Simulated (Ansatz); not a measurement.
**Sc: relaxation of cell and atoms with PBE+D4**

Crystal: Sc.

```
CELL_PARAMETERS angstrom
3.30900 0.00000 0.00000
-1.65450 2.86568 0.00000
0.00000 0.00000 5.27330
ATOMIC_POSITIONS crystal
Sc 0.66667 0.33333 0.75000
Sc 0.33333 0.66667 0.25000
```

| Quantity | Value |
| --- | --- |
| Program | Ansatz 0.2.0 |
| Task | relaxation of cell and atoms |
| Functional | PBE |
| Dispersion | D4 |
| Potentials or basis | Ansatz PAW |
| Cutoff | 420 eV (not typed: the program's choice for these potentials) |
| k mesh | 9 × 9 × 5 |
| Occupations | fermi-dirac, width 0.05 eV |
| Spin | no spin polarisation |

The relaxed volume is 23.91 Å³/atom, the relaxed cell is a = 3.285 Å, b = 3.285 Å, c = 5.115 Å, α = 90.00°, β = 90.00°, γ = 120.00° and the space group after relaxing (to 0.05 Å) is P6_3/mmc (No. 194). The energy gained by relaxing is 10.0 meV/atom, the ionic steps are 5 and the pressure after relaxing is 0.0 GPa. The band gap on the k mesh is none (metal or under the smearing width).

The path:
```tsv
step	energy change (eV)	largest force (eV/Å)	volume (Å³)
1	0.0000	0.0000	50.00
2	-0.0193	0.0000	47.37
3	-0.0202	0.0000	47.81
4	-0.0203	0.0000	47.82
5	-0.0199	0.0000	47.82
```

Final structure:
```
Sc
1.0
     3.28537    0.00000    0.00000
    -1.64269    2.84522    0.00000
     0.00000    0.00000    5.11549
Sc
2
Direct
  0.66667 0.33333 0.75000
  0.33333 0.66667 0.25000
```

Levels at points of the mesh, in eV from the Fermi level:
| k point | band 7 | band 8 | band 9 | band 10 | band 11 | band 12 | band 13 | band 14 | band 15 |
| --- | --- | --- | --- | --- | --- | --- | --- | --- | --- |
| (0.00, 0.00, 0.00) | -27.74 | -27.72 | -5.18 | -1.68 | 0.68 | 1.62 | 1.62 | 1.90 | 2.09 |

Wall time 4.6 s on 2 threads of AMD EPYC 7R43 64-Core Processor (Zen 3), on a shared host, peak memory 0.39 GiB.

Caveat: the plane-wave basis is chosen anew once the cell has moved, so the energies of steps on either side of that aren't comparable; pairwise dispersion overbinds metals, which lowers pressure and volume.
